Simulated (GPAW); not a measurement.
Wanted: an ASE script for a GPAW 26.7.0 run.

| Property | Result |
| --- | --- |
| Task | G0W0 quasiparticle levels |
| Functional | LDA |
| Potentials or basis | the program's PAW data sets (release 1.2.1) made for this functional, other valence |
| Cutoff | 400 eV |
| Basis | pw |
| k mesh | 6 × 6 × 6 |
| Occupations | fermi-dirac, width 0.05 eV |
| Spin | no spin polarisation |
| Response ecut | 200 eV |
| Frequency | full |
| Extrapolate | yes |
| Vertex | none |
| Qp bands | 3 |
| Integrate gamma | WS |
| All k | no |
| Domega0 | 0.15 eV |
| Maxiter | 150 |
| Response bands | 121 |
| Omega2 | 10 eV |
| Eta | 0.1 eV |
| Data set | Nb 5 |

The structure of Nb lies in POSCAR:

```
Nb
1.0
    0.0000000000      2.1150000000      2.1150000000
    2.1150000000      0.0000000000      2.1150000000
    2.1150000000      2.1150000000      0.0000000000
Nb
1
Direct
    0.0000000000      0.0000000000      0.0000000000
```

This isn't the form of Nb at room conditions, which is bcc.

One way to write it, as run:

run.py

```python
import json
import numpy as np
from ase.dft.bandgap import bandgap
from ase.io import read, write
from gpaw import GPAW, PW
from gpaw.response.g0w0 import G0W0

atoms = read('POSCAR')

calc = GPAW(mode=PW(400),
            xc='LDA',
            kpts={'size': (6, 6, 6), 'gamma': True},
            occupations={'name': 'fermi-dirac', 'width': 0.05},
            setups={'Nb': '5'},
            nbands=-9,
            convergence={'density': 1e-06},
            maxiter=150,
            txt='gpaw.txt')
atoms.calc = calc
energy = atoms.get_potential_energy()
calc.write('gs.gpw')
write('result.traj', atoms)
print(f'Energy: {energy:.6f} eV')
print('Fermi level:', round(calc.get_fermi_level(), 4), 'eV')
print(f'Gap: {bandgap(calc)[0]:.4f} eV, direct: {bandgap(calc, direct=True)[0]:.4f} eV')

calc.diagonalize_full_hamiltonian(nbands=125)
calc.write('full.gpw', mode='all')

ibz = calc.get_ibz_k_points()
gamma = int(np.abs(ibz).sum(1).argmin())
kpts = [gamma]
gw = G0W0(calc='full.gpw',
          filename='gw',
          ecut=200,
          ecut_extrapolation=True,
          kpts=kpts,
          integrate_gamma='WS',
          bands=(0, 6),
          frequencies={'type': 'nonlinear', 'domega0': 0.15, 'omega2': 10},
          eta=0.1)
gw.calculate()
results = {mode: {key: np.asarray(r[key]).tolist() for key in ['f', 'eps', 'vxc', 'exx', 'sigma', 'Z', 'qp', 'sigma_eskn']}
           for mode, r in gw.all_results.items()}
json.dump({'kpts': ibz[kpts].tolist(), 'results': results}, open('gw.json', 'w'))
for mode, r in results.items():
    f, qp = np.array(r['f']), np.array(r['qp'])
    print(mode, 'quasiparticle energies (eV):')
    print(qp.round(3))
```

Potentials or basis: the program's PAW data sets (release 1.2.1) made for this functional, other valence, pw.

Run with:

```bash
$ OMP_NUM_THREADS=1 python run.py
```

It gave:

```yaml
Band_gap_on_the_k_mesh: none (metal or under the smearing width)
```

Caveat: the k mesh is coarse (spacing up to 0.43 Å⁻¹), so the values aren't converged; G0W0 is unreliable with partly filled bands; the long-wavelength limit can be off by several per cent where d states take part.

It took 3.1 min on 1 thread of Arm Neoverse V2, with other jobs on the host, peak memory 0.47 GiB.
